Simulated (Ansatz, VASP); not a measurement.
# InSb (InSb(110)) in two plane-wave programs, part 2 of 3

One calculation is typed for both programs; each brings its own data sets and cutoff. How far apart do they land? The structure shown is the end of the VASP relaxation below.

VASP 6.6.1 and Ansatz 0.2.0.

So far: The structure; VASP: relaxation, PBE.

### Step 3. Ansatz: single point, PBE

Level of this step: Ansatz beside VASP: Kohn-Sham DFT, plane waves, PBE (Ansatz).

Ansatz runs on its default PAW (the set named soft_2) files.

The same cell, functional, mesh and smearing now go to Ansatz, which takes its cutoff from its data sets.

input.yaml

```yaml
crystal:
  lattice:
    - [4.70660705, 0.0, 0.0]
    - [0.0, 6.65614752, 0.0]
    - [0.0, 0.0, 34.82642821]
  atoms:
    - { symbol: In, position: [0.0, 0.05908015, 0.24565016] }
    - { symbol: In, position: [0.5, 0.48099111, 0.29351531] }
    - { symbol: In, position: [0.0, 0.99074429, 0.36527641] }
    - { symbol: In, position: [0.5, 0.49136419, 0.43130406] }
    - { symbol: In, position: [0.0, 0.9954517, 0.5] }
    - { symbol: In, position: [0.5, 0.49136419, 0.56869594] }
    - { symbol: In, position: [0.0, 0.99074429, 0.63472359] }
    - { symbol: In, position: [0.5, 0.48099111, 0.70648469] }
    - { symbol: In, position: [0.0, 0.05908015, 0.75434984] }
    - { symbol: Sb, position: [0.0, 0.73183379, 0.29820713] }
    - { symbol: Sb, position: [0.5, 0.26679316, 0.22127599] }
    - { symbol: Sb, position: [0.0, 0.74199334, 0.43262556] }
    - { symbol: Sb, position: [0.5, 0.24140605, 0.36340899] }
    - { symbol: Sb, position: [0.0, 0.74199334, 0.56737444] }
    - { symbol: Sb, position: [0.5, 0.24613613, 0.5] }
    - { symbol: Sb, position: [0.0, 0.73183379, 0.70179287] }
    - { symbol: Sb, position: [0.5, 0.24140605, 0.63659101] }
    - { symbol: Sb, position: [0.5, 0.26679316, 0.77872401] }
hamiltonian:
  xc: pbe
  pseudopotentials: { kind: paw }
kpoints:
  mp_grid: { grid: [5, 4, 1] }
scf:
  occupations: { method: gaussian, width: 0.03 }
  n_extra_bands: 8
efield:
  axis: 3
  dipole_correction: true
  ramp_width: 0.04
output:
  forces: true
  eigenvalues: true
```

On the command line:

```
> ansatz run input.yaml --threads 8 --pin off --max-ram 18432MiB --backend cpu --events-out ev --progress --plain --runs-dir out
```

Numbers of over 12 decimals in the logs are rounded to 6 here.

The log of the run:

```text
scf.n_extra_bands = 8 over 126 filled bands (N_el = 252.0): the run solves 134 bands
Engine: ansatz 0.2.0, aarch64-unknown-linux-gnu
Pseudopotentials: kind: paw
Pseudopotential: In, paw, valence charge 13, recommended cutoff 420 eV (normal), In.paw.azcp
Pseudopotential: Sb, paw, valence charge 15, recommended cutoff 420 eV (normal), Sb.paw.azcp
Functional definition: PBE
  parameter kappa = 0.804
  parameter beta = 0.066725
  exchange = pbe_x(kappa = kappa, mu = beta*pi^2/3)
  correlation = pbe_c(beta = beta)
Crystal: 18 atoms, lattice volume = 1091.038 Å³
Basis set: ecut = 420 eV, 21357 PW (Γ), exchange–correlation on 64×90×480 points (8 copies of the dense FFT grid, shifted against one another)
Bands: 134, of which v1, the nominal top of the filled ones, is band 126 counted from 1 (125 counted from 0)
Symmetry: 2 space group operations
k-points: 9 of 20 (time reversal used)
Non-local potential: In, projectors of the file, l = 0: 2, l = 1: 2, l = 2: 2, l = 3: 2
Non-local potential: Sb, projectors of the file, l = 0: 2, l = 1: 2, l = 2: 2, l = 3: 2
PAW form: soft (Blöchl's): semilocal exchange-correlation on the pseudo side does not see the compensation charge
PAW one-centre angular grid: In, 590 points (default); XC on 64 Gauss nodes
PAW one-centre angular grid: Sb, 590 points (default); XC on 64 Gauss nodes
Initial density: superposition of atomic densities (neutral atoms: chi_scale 0, normalization atom), corrected by the library's trained network
Initial wavefunctions: pseudopotential atomic-orbital guess
Functional: x = pbe(κ = 0.804, μ = 0.219515), c = pbe(β = 0.066725)
SCF iter   1: F=—  HF=-108741.833631 eV  |F-HF|=—  |Δ(HF+E_count)|=         —  Δρ=1.28e-3  dr2=9.28e-2  ethr=1.77e-3  p=0.000 e·Å  D=4.19e-14 V/Å  ΔV_dip=-0.00 eV  dr2_dipole=6.21e-9  V_vac-E_F(+/−)=4.42/4.42 eV  ⟨swp⟩=7.0  Hψ=5151  notcnv=0
efield: sawtooth ramp at fractional position 0.9800 (placed from the atoms, in the widest stretch of the axis that holds none; the zero of the levels goes with the place), width 0.0400; the density the first Hamiltonian is built on has a dipole p = 0.000 e·Å; the dipole correction subtracts the counter field D = 4.19e-14 V/Å, which shifts the + side's vacuum level by -0.00 eV against the − side's; the planar-averaged density in the ramp window peaks in size at 9.6e-6 e/Å³
preconditioner: auto → Resta (q_TF=auto, 2.137 Å⁻¹)  ε∞=2.6  [insulator: Δε(μ)=0.133 eV  Ē_g=11.422 eV  σ=0.030 eV  W_gap=1.00  n_scr=184 (ndim 8)  ℏωp=14.3 eV  f_vac=0.407  D(μ)=0.03/eV (n_scr^D=0)  ε∞_Penn≈2.6  vacuum switching on, ρ_ref=9.5e-3 e/Å³]
SCF iter   2: F=—  HF=-108741.822343 eV  |F-HF|=—  |Δ(HF+E_count)|=   1.13e-2  Δρ=7.93e-4  dr2=1.43e-1  ethr=3.68e-5  p=0.000 e·Å  D=8.92e-6 V/Å  ΔV_dip=-0.00 eV  dr2_dipole=1.63e-7  V_vac-E_F(+/−)=4.61/4.61 eV  ⟨swp⟩=2.9  Hψ=2321  notcnv=0  defer=23
SCF iter   3: F=—  HF=-108741.813128 eV  |F-HF|=—  |Δ(HF+E_count)|=   9.22e-3  Δρ=5.15e-4  dr2=2.14e-2  ethr=3.68e-5  p=-0.000 e·Å  D=-1.59e-5 V/Å  ΔV_dip=0.00 eV  dr2_dipole=3.28e-7  V_vac-E_F(+/−)=4.41/4.41 eV  ⟨swp⟩=3.1  Hψ=1428  notcnv=0  defer=23
SCF iter   4: F=—  HF=-108741.813098 eV  |F-HF|=—  |Δ(HF+E_count)|=   3.01e-5  Δρ=2.28e-4  dr2=2.49e-3  ethr=8.50e-6  p=0.000 e·Å  D=4.95e-5 V/Å  ΔV_dip=-0.00 eV  dr2_dipole=2.54e-6  V_vac-E_F(+/−)=4.41/4.42 eV  ⟨swp⟩=1.9  Hψ=1444  notcnv=0  defer=21
SCF iter   5: F=—  HF=-108741.813427 eV  |F-HF|=—  |Δ(HF+E_count)|=   3.29e-4  Δρ=1.17e-4  dr2=2.40e-4  ethr=9.87e-7  p=-0.001 e·Å  D=-1.28e-4 V/Å  ΔV_dip=0.00 eV  dr2_dipole=1.85e-5  V_vac-E_F(+/−)=4.41/4.41 eV  ⟨swp⟩=2.0  Hψ=1481  notcnv=0  defer=18
SCF iter   6: F=—  HF=-108741.813581 eV  |F-HF|=—  |Δ(HF+E_count)|=   1.54e-4  Δρ=5.15e-5  dr2=3.02e-4  ethr=9.53e-8  p=0.003 e·Å  D=5.10e-4 V/Å  ΔV_dip=-0.02 eV  dr2_dipole=2.99e-4  V_vac-E_F(+/−)=4.40/4.41 eV  ⟨swp⟩=2.0  Hψ=1910  notcnv=0  defer=18
SCF iter   7: F=—  HF=-108741.813654 eV  |F-HF|=—  |Δ(HF+E_count)|=   7.31e-5  Δρ=4.28e-5  dr2=6.29e-4  ethr=9.53e-8  p=-0.005 e·Å  D=-7.84e-4 V/Å  ΔV_dip=0.03 eV  dr2_dipole=7.05e-4  V_vac-E_F(+/−)=4.42/4.39 eV  ⟨swp⟩=2.0  Hψ=1399  notcnv=0  defer=18
SCF iter   8: F=—  HF=-108741.813606 eV  |F-HF|=—  |Δ(HF+E_count)|=   4.85e-5  Δρ=1.85e-5  dr2=6.49e-6  ethr=9.53e-8  p=-0.000 e·Å  D=-5.25e-5 V/Å  ΔV_dip=0.00 eV  dr2_dipole=3.19e-6  V_vac-E_F(+/−)=4.40/4.40 eV  ⟨swp⟩=1.9  Hψ=1370  notcnv=0  defer=18
SCF iter   9: F=—  HF=-108741.813629 eV  |F-HF|=—  |Δ(HF+E_count)|=   2.36e-5  Δρ=1.06e-5  dr2=1.51e-6  ethr=2.58e-9  p=0.000 e·Å  D=7.26e-6 V/Å  ΔV_dip=-0.00 eV  dr2_dipole=2.28e-8  V_vac-E_F(+/−)=4.40/4.40 eV  ⟨swp⟩=2.0  Hψ=2334  notcnv=0  defer=18
SCF iter  10: F=—  HF=-108741.813629 eV  |F-HF|=—  |Δ(HF+E_count)|=   1.31e-7  Δρ=2.32e-6  dr2=4.12e-7  ethr=5.97e-10  p=-0.000 e·Å  D=-9.10e-6 V/Å  ΔV_dip=0.00 eV  dr2_dipole=1.46e-8  V_vac-E_F(+/−)=4.40/4.40 eV  ⟨swp⟩=2.0  Hψ=2320  notcnv=0  defer=18
SCF iter  11: F=—  HF=-108741.813629 eV  |F-HF|=—  |Δ(HF+E_count)|=   3.65e-8  Δρ=1.55e-6  dr2=2.98e-7  ethr=1.64e-10  p=0.000 e·Å  D=7.27e-6 V/Å  ΔV_dip=-0.00 eV  dr2_dipole=1.40e-8  V_vac-E_F(+/−)=4.40/4.40 eV  ⟨swp⟩=2.0  Hψ=1407  notcnv=0  defer=18
SCF iter  12: F=-108741.813629 eV  HF=-108741.813629 eV  |F-HF|=5.63e-8  |Δ(HF+E_count)|=   6.42e-9  Δρ=7.73e-7  dr2=7.15e-8  ethr=3.97e-11  p=0.000 e·Å  D=2.37e-6 V/Å  ΔV_dip=-0.00 eV  dr2_dipole=1.40e-9  V_vac-E_F(+/−)=4.40/4.40 eV  ⟨swp⟩=9.0  Hψ=4490  notcnv=0
SCF 1 converged in 12 iterations: F = -108741.813629 eV  dr2 = 7.15e-8
  greatest PAW one-centre occupation: 0.995 electrons in one spin orbital (limit 2), on the Sb atom at site 10 (counted from 0), in its partial waves of l = 2
SCF converged after 12 iterations
Free energy (F): -108741.813629 eV
Harris-Foulkes:  -108741.813629 eV  (|F-HF|=5.63e-8)
Internal energy: -108741.813629 eV  (E = F + TS)
E sigma→0 (E₀):  -108741.813629 eV
Entropy (-TS):   -0.000000 eV (-0.000 meV/atom)
Fermi energy:    2.221556 eV
Dipole field:    D = -0.000019 V/Å  (p = -0.000115 e·Å, saw-weighted, corrected)
Work function:   Φ+ = 4.4039 eV   Φ− = 4.4032 eV
Levels:          The Fermi level and band energies are counted from a zero that moves with the ramp; work functions are not
--- Per-component energies (eV) ---
  E_band       = -3617.041126
  E_kinetic    = 4035.799701
  E_local      = -196917.415020  (includes V_loc(G=0)·N_el)
  E_nonlocal   = 6564.663119
  E_hartree    = 95817.370302
  E_xc         = -3174.931154
  E_vxc        = -1747.602508  (∫ρ·V_xc dr)
  E_paw        = -78575.167912  (= ΣΔE_a)
  E_vpaw       = -7187.306177  (= ΣTr[D̂ρ^β])
  E_aug_tail   = 0.000218  (compensation charges beyond the density's cutoff)
  E_efield     = 0.000000  (sawtooth field / dipole correction)
  E_vefield    = 0.000000  (∫n·V_field dr)
  E_ewald      = 63507.867116
  E_smearing   = -0.000000  (= −TS)
  E_closure    = 0.000000  (closes the sum)
  Σ components = -108741.813629   (vs F -108741.813629, Δ=0.00e0)
--- Forces (eV/Å), atoms counted from 1 ---
  atom   1  In     0.00000000     0.01044490    -0.00317554
  atom   2  In    -0.00000000    -0.00407284     0.00612677
  atom   3  In    -0.00000000    -0.02039901    -0.00174093
  atom   4  In     0.00000000     0.00713831     0.02029557
  atom   5  In    -0.00000000    -0.01066045     0.00001621
  atom   6  In    -0.00000000     0.00716610    -0.02027583
  atom   7  In    -0.00000000    -0.02036970     0.00173331
  atom   8  In    -0.00000000    -0.00406013    -0.00615205
  atom   9  In     0.00000000     0.01041577     0.00317128
  atom  10  Sb    -0.00000000     0.02423812     0.03200393
  atom  11  Sb     0.00000000    -0.00269795     0.04751495
  atom  12  Sb     0.00000000    -0.01524018     0.02285278
  atom  13  Sb     0.00000000     0.02384661     0.00096516
  atom  14  Sb    -0.00000000    -0.01524988    -0.02287773
  atom  15  Sb    -0.00000000    -0.03586881    -0.00002157
  atom  16  Sb    -0.00000000     0.02423724    -0.03196685
  atom  17  Sb     0.00000000     0.02383403    -0.00094816
  atom  18  Sb    -0.00000000    -0.00270364    -0.04749461
  max |Σ_I F_I| component: 2.67e-5 eV/Å
--- Band table (eV; the first three rows and the last of 9) ---
  k-point 0: bands = [... 122 lower, 1.8684, 1.9031, 2.0353, 2.1353, 2.3078, 3.0252, 3.3128, 3.4189, ... 4 higher]
  k-point 1: bands = [... 122 lower, 1.6749, 1.6889, 1.6979, 1.7349, 2.8942, 2.9194, 3.1061, 3.2148, ... 4 higher]
  k-point 2: bands = [... 122 lower, 1.2765, 1.3014, 1.3538, 1.3919, 2.6260, 2.7550, 2.8868, 3.1427, ... 4 higher]
  k-point 8: bands = [... 122 lower, 1.1726, 1.1805, 1.3214, 1.4617, 2.8894, 3.1320, 3.3035, 3.7545, ... 4 higher]
```

Elapsed: 59 s, on 8 threads of Arm Neoverse N1, shared host; peak memory 5.1 GiB.

### Step 4. Differences

Known differences besides the potentials themselves: the data sets hold 252 valence electrons in Ansatz (default PAW (the set named soft_2) files) and 72 in VASP; the cutoff is 420 eV in Ansatz and 320 eV in VASP (PREC = Normal, projectors in real space); VASP leaves aspherical gradient terms in its spheres out (LASPH is not set), Ansatz keeps them. Total energies have different zeros and are not compared.

Both answers:

```tsv
quantity	Ansatz	VASP	difference
gap on the k mesh (eV)	0.172	0.190	-0.018
```

At this near-relaxed geometry the largest component of a force difference is 43 meV/Å. A gap on the mesh is an upper bound, since the band edges may lie between its points. VASP's last cycles still show a density residual of 3e-03, so its state may not be settled.

### Step 5. VASP: band structure, PBE

Levels along a path test the potential and the projectors away from the mesh points.

INCAR

```
SYSTEM = InSb
PREC = Normal
ENCUT = 320
EDIFF = 1E-06
NELM = 120
ISMEAR = 0
SIGMA = 0.03
LREAL = Auto
ALGO = Fast
GGA = PE
NBANDS = 54
LORBIT = 11
LWAVE = .FALSE.
LCHARG = .TRUE.
KPAR = 2
IDIPOL = 3
LDIPOL = .TRUE.
DIPOL = 0.5 0.5 0.5
LVHAR = .TRUE.
LVACPOTAV = .TRUE.
NEDOS = 1500
```

POSCAR

```
InSb
1.0
    4.7066070515      0.0000000000      0.0000000000
    0.0000000000      6.6561475250      0.0000000000
    0.0000000000      0.0000000000     34.8264282060
In Sb
9 9
Direct
    0.0000000000      0.0590801490      0.2456501578
    0.5000000000      0.4809911094      0.2935153136
    0.0000000000      0.9907442946      0.3652764067
    0.5000000000      0.4913641922      0.4313040620
    0.0000000000      0.9954516992      0.5000000000
    0.5000000000      0.4913641922      0.5686959380
    0.0000000000      0.9907442946      0.6347235933
    0.5000000000      0.4809911094      0.7064846864
    0.0000000000      0.0590801490      0.7543498422
    0.0000000000      0.7318337894      0.2982071303
    0.5000000000      0.2667931602      0.2212759855
    0.0000000000      0.7419933428      0.4326255604
    0.5000000000      0.2414060489      0.3634089913
    0.0000000000      0.7419933428      0.5673744396
    0.5000000000      0.2461361276      0.5000000000
    0.0000000000      0.7318337894      0.7017928697
    0.5000000000      0.2414060489      0.6365910087
    0.5000000000      0.2667931602      0.7787240145
```

KPOINTS

```
Automatic mesh
0
Gamma
5 4 1
0 0 0
```

KPOINTS_OPT

```
Line mode
14
Line-mode
Reciprocal
  0.00000000   0.00000000   0.00000000 GAMMA
  0.50000000   0.00000000   0.00000000 X

  0.50000000   0.00000000   0.00000000 X
  0.50000000   0.50000000   0.00000000 S

  0.50000000   0.50000000   0.00000000 S
  0.00000000   0.50000000   0.00000000 Y

  0.00000000   0.50000000   0.00000000 Y
  0.00000000   0.00000000   0.00000000 GAMMA

  0.00000000   0.00000000   0.00000000 GAMMA
  0.50000000   0.50000000   0.00000000 S
```

PAW data sets: In and Sb (PBE family, release 64).

On the command line:

```
> mpirun -np 4 vasp_std
```

The log of the run:

```text
[banner, memory and clock lines left out]
running    4 mpi-ranks, on    1 nodes
[...]
LDA part: xc-table for (Slater+PW92), standard interpolation
 POSCAR, INCAR and KPOINTS ok, starting setup
[...]
entering main loop
       N       E                     dE             d eps       ncg     rms          rms(c)
DAV:   1     0.277933278950E+03    0.27793E+03   -0.16139E+04   980   0.645E+02
DAV:   2    -0.308156605430E+02   -0.30875E+03   -0.29823E+03  1248   0.131E+02
DAV:   3    -0.609674218859E+02   -0.30152E+02   -0.29727E+02  1202   0.428E+01
DAV:   4    -0.621416589402E+02   -0.11742E+01   -0.11707E+01  1304   0.963E+00
[...]
RMM:  21    -0.609648845924E+02   -0.41246E-05   -0.11651E-07   510   0.905E-04    0.690E-04
RMM:  22    -0.609648900052E+02   -0.54128E-05   -0.26932E-07   571   0.971E-04    0.255E-04
RMM:  23    -0.609648902965E+02   -0.29126E-06   -0.62873E-09   333   0.647E-04
|                                                                             |
[...]
|                                                                             |

   1 F= -.60964890E+02 E0= -.60964890E+02  d E =-.734448E-07
 Start KPOINTS_OPT (optional k-point list driver)
k-point batch [1-9\70]
       N       E                     dE             ncg
DAV:   1     0.641754555213E+03   -0.18546E+04      972
DAV:   2    -0.216128370958E+04   -0.28030E+04     1240
DAV:   3    -0.245422964431E+04   -0.29295E+03     1200
DAV:   4    -0.246593287012E+04   -0.11703E+02     1296
[...]
DAV:   8    -0.246635427079E+04   -0.21334E-04     1288
DAV:   9    -0.246635427198E+04   -0.11932E-05     1048
DAV:  10    -0.246635427207E+04   -0.85555E-07      760
[...]
k-point batch [64-70\70]
       N       E                     dE             ncg
DAV:   1     0.142519956208E+04   -0.85538E+04      756
DAV:   2    -0.666442910024E+03   -0.20916E+04     1010
DAV:   3    -0.865131129977E+03   -0.19869E+03      920
DAV:   4    -0.872464831586E+03   -0.73337E+01     1024
DAV:   5    -0.872748428756E+03   -0.28360E+00     1056
DAV:   6    -0.872758975259E+03   -0.10547E-01     1008
DAV:   7    -0.872759660714E+03   -0.68545E-03     1088
DAV:   8    -0.872759678394E+03   -0.17680E-04      912
DAV:   9    -0.872759679390E+03   -0.99654E-06      784
```

(Continued in part 3 of 3.)

[Lines on the potential files, build, host, timing and source positions are cut from VASP's logs without a mark.]

[Logs are printed without paths, hosts, clocks, repeated set-up lines and the standing remarks that a program may print on its own settings, such as how far it seeks lower states.]

[Hosts, paths, dates, database ids (printed as entryN), source tags and the programs' standing remarks are cut or masked in the printed files.]
